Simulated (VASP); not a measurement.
The system is AgCl (Chlorargyrite).

```xyz
2
Lattice="0.0000 2.7350 2.7350 2.7350 0.0000 2.7350 2.7350 2.7350 0.0000" Properties=species:S:1:pos:R:3 pbc="T T T"
Ag    0.0000    0.0000    0.0000
Cl    2.7350    2.7350    2.7350
```

Base run:

| Item | Value |
| --- | --- |
| Program | VASP 6.6.1 |
| Functional | HSE06 |
| Potentials or basis | VASP PAW PBE potentials, release 64 (Ag, Cl) |
| Cutoff | 520 eV |
| k mesh | 6 × 6 × 6 |
| Occupations | gaussian, width 0.02 eV |
| Spin | no spin polarisation |

Its results: band gap on the k mesh 2.40 eV, indirect (least direct gap 4.83 eV); pressure 3.5 GPa.

The run is repeated on the same cell with these changes: functional from HSE06 to PBE0. What comes out?

Band gap on the k mesh 3.08 eV, indirect (least direct gap 5.51 eV); pressure 3.4 GPa.

Caveats: the PAW data sets were made with another functional, which shifts forces and pressure a little.
